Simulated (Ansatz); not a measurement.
System: KBr (rock salt type), 2 atoms in the cell.

All numbers below come from PBE, all-electron LAPW, point nucleus in Ansatz.

k-mesh 8×8×8 Γ-centred; Fermi–Dirac smearing of 0.1 eV; no spin polarisation.

```
CELL_PARAMETERS angstrom
0.00000 3.35000 3.35000
3.35000 0.00000 3.35000
3.35000 3.35000 0.00000
ATOMIC_POSITIONS crystal
K 0.00000 0.00000 0.00000
Br 0.50000 0.50000 0.50000
```

Problem. Would the cell expand or shrink if it were free to relax?

Solution. The pressure is 0.03 GPa, close to zero.
